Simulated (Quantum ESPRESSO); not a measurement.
GaP:

```
CELL_PARAMETERS angstrom
0.00000 2.72525 2.72525
2.72525 0.00000 2.72525
2.72525 2.72525 0.00000
ATOMIC_POSITIONS crystal
Ga 0.00000 0.00000 0.00000
P 0.75000 0.75000 0.75000
```

Below is the output of Quantum ESPRESSO 7.5 for this cell. Logs are shortened: lines on timing, memory, paths and dates and some standing lists are left out, and cuts for length are marked.

```text
This program is part of the open-source Quantum ESPRESSO suite
     for quantum simulation of materials; please cite
         "P. Giannozzi et al., J. Phys.:Condens. Matter 21 395502 (2009);
         "P. Giannozzi et al., J. Phys.:Condens. Matter 29 465901 (2017);
         "P. Giannozzi et al., J. Chem. Phys. 152 154105 (2020);
     in publications or presentations arising from this work. More details at

     file Ga.pbe-dn-kjpaw_psl.1.0.0.UPF: wavefunction(s)  4S renormalized
     Message from routine setup:
     using ibrav=0 with symmetry is DISCOURAGED, use correct ibrav instead

     G-vector sticks info
     --------------------
     sticks:   dense  smooth     PW     G-vecs:    dense   smooth      PW
     Sum        2347    1159    349                75121    26469    4279

     Using Slab Decomposition

     bravais-lattice index     =            0
     lattice parameter (alat)  =       7.2832  a.u.
     unit-cell volume          =     273.1780 (a.u.)^3
     number of atoms/cell      =            2
     number of atomic types    =            2
     number of electrons       =        18.00
     number of Kohn-Sham states=           15
     kinetic-energy cutoff     =      80.0000  Ry
     charge density cutoff     =     644.0000  Ry
     scf convergence threshold =      4.0E-10
     mixing beta               =       0.5000
     number of iterations used =            8  plain     mixing
     energy convergence thresh.=      1.0E-05
     force convergence thresh. =      4.0E-04
     press convergence thresh. =      3.0E-01
     Exchange-correlation= PBE
                           (   1   4   3   4   0   0   0)
     nstep                     =           40

     celldm(1)=   7.283166  celldm(2)=   0.000000  celldm(3)=   0.000000
     celldm(4)=   0.000000  celldm(5)=   0.000000  celldm(6)=   0.000000

     crystal axes: (cart. coord. in units of alat)
               a(1) = (   0.000000   0.707107   0.707107 )
               a(2) = (   0.707107   0.000000   0.707107 )
               a(3) = (   0.707107   0.707107   0.000000 )

     reciprocal axes: (cart. coord. in units 2 pi/alat)
               b(1) = ( -0.707107  0.707107  0.707107 )
               b(2) = (  0.707107 -0.707107  0.707107 )
               b(3) = (  0.707107  0.707107 -0.707107 )

[... 124 lines left out ...]
     Davidson diagonalization with overlap
     c_bands:  1 eigenvalues not converged
     ethr =  1.08E-07,  avg # of iterations =  8.3

     total energy              =    -292.03379392 Ry
     estimated scf accuracy    <       0.00000135 Ry

     iteration #  7     ecut=    80.00 Ry     beta= 0.50
     Davidson diagonalization with overlap
     ethr =  7.52E-09,  avg # of iterations =  5.0
[... 22 lines left out ...]
     total energy              =    -292.03379460 Ry
     estimated scf accuracy    <       0.00000002 Ry

[... 43 further cycles ...]
     iteration # 12     ecut=    80.00 Ry     beta= 0.50
     Davidson diagonalization with overlap
     ethr =  6.97E-10,  avg # of iterations =  2.7

     total energy              =    -292.03404863 Ry
     estimated scf accuracy    <          3.1E-10 Ry
[... 57 lines left out ...]
     iteration # 21     ecut=    80.00 Ry     beta= 0.50
     Davidson diagonalization with overlap
     ethr =  1.00E-13,  avg # of iterations =  3.8

     End of self-consistent calculation

          k = 0.0000 0.0000 0.0000 (  3287 PWs)   bands (ev):

    -7.5205  -7.5205  -7.5205  -7.4236  -7.4236  -5.4383   7.0098   7.0098
     7.0098   8.7901  10.8982  10.8982  10.8982  15.8023  16.7312
[... 48 lines left out ...]
    -7.5789  -7.4999  -7.4981  -7.4257  -7.4189  -4.2558   2.4422   4.9630
     6.3124   9.9037  11.9205  11.9219  13.4059  15.2459  17.5447

          k = 0.0000-0.1764 0.1764 (  3323 PWs)   bands (ev):

    -7.5530  -7.5105  -7.5064  -7.4263  -7.4208  -4.9132   4.2422   5.6745
     6.7422  10.0021  11.3149  11.3980  12.5943  15.1884  16.4295

          k = 0.3528 0.0000 0.0000 (  3327 PWs)   bands (ev):
[... 16 lines left out ...]
    -7.6080  -7.4869  -7.4775  -7.4290  -7.4181  -2.9446   0.7396   3.3646
     5.2933   9.7371  12.6456  13.5793  14.5622  16.2386  16.6615

          k = 0.0000-0.3528 0.3528 (  3318 PWs)   bands (ev):

    -7.5955  -7.4919  -7.4874  -7.4248  -7.4216  -3.5747   1.6194   3.6411
     5.8170  10.1687  12.6959  12.8482  13.2800  15.3027  18.0444

          k = 0.5293 0.0000-0.0000 (  3338 PWs)   bands (ev):
[... 56 lines left out ...]
    -7.6175  -7.4825  -7.4619  -7.4381  -7.4149  -2.4101   0.4877   3.4617
     3.6175  11.7148  11.8499  13.0993  13.1609  18.5522  18.7996

     the Fermi energy is     7.8026 ev

!    total energy              =    -292.03404864 Ry
     estimated scf accuracy    <          1.0E-12 Ry
     smearing contrib. (-TS)   =      -0.00000000 Ry
     internal energy E=F+TS    =    -292.03404864 Ry

     The total energy is F=E-TS. E is the sum of the following terms:
     one-electron contribution =    -115.15711048 Ry
     hartree contribution      =      73.34916339 Ry
     xc contribution           =     -42.60278741 Ry
     ewald contribution        =     -96.28435233 Ry
     one-center paw contrib.   =    -111.33896181 Ry

     convergence has been achieved in  21 iterations

     Forces acting on atoms (cartesian axes, Ry/au):

     atom    1 type  1   force =    -0.00000000   -0.00000000    0.00000000
     atom    2 type  2   force =     0.00000000    0.00000000   -0.00000000

     Total force =     0.000000     Total SCF correction =     0.000000

     Computing stress (Cartesian axis) and pressure

          total   stress  (Ry/bohr**3)                   (kbar)     P=       20.01
   0.00013603   0.00000000   0.00000000           20.01        0.00        0.00
   0.00000000   0.00013603   0.00000000            0.00       20.01        0.00
   0.00000000   0.00000000   0.00013603            0.00        0.00       20.01

=------------------------------------------------------------------------------=
   JOB DONE.
=------------------------------------------------------------------------------=
```

Task: Write the input and the command behind it.

Result: Relaxation of cell and atoms with PBE, no spin polarisation. The files as run (others can give the same):

pw.in
```
&CONTROL
  calculation = 'vc-relax'
  prefix = 'pwscf'
  outdir = './tmp'
  pseudo_dir = './pseudo'
  tprnfor = .true.
  tstress = .true.
  disk_io = 'low'
  nstep = 40
  forc_conv_thr = 0.0004
  etot_conv_thr = 1d-05
/
&SYSTEM
  ibrav = 0
  A = 3.85408551
  nat = 2
  ntyp = 2
  ecutwfc = 80
  ecutrho = 644
  nbnd = 15
  occupations = 'smearing'
  smearing = 'fd'
  degauss = 0.00367493
/
&ELECTRONS
  conv_thr = 4d-10
  electron_maxstep = 120
  mixing_beta = 0.5
/
&IONS
  ion_dynamics = 'bfgs'
/
&CELL
  cell_dynamics = 'bfgs'
  press = 20
  press_conv_thr = 0.3
/
ATOMIC_SPECIES
Ga    69.7230 Ga.pbe-dn-kjpaw_psl.1.0.0.UPF
P     30.9738 P.pbe-n-rrkjus_psl.1.0.0.UPF
CELL_PARAMETERS alat
   0.0000000000    0.7071067813    0.7071067813
   0.7071067813    0.0000000000    0.7071067813
   0.7071067813    0.7071067813    0.0000000000
ATOMIC_POSITIONS alat
Ga     0.0000000000    0.0000000000    0.0000000000
P      1.0606601720    1.0606601720    1.0606601720
K_POINTS automatic
8 8 8 0 0 0
```

Potentials or basis: SSSP 1.3 efficiency PBE.
Run with:
```console
$ OMP_NUM_THREADS=1 pw.x -in pw.in > pw.out
```
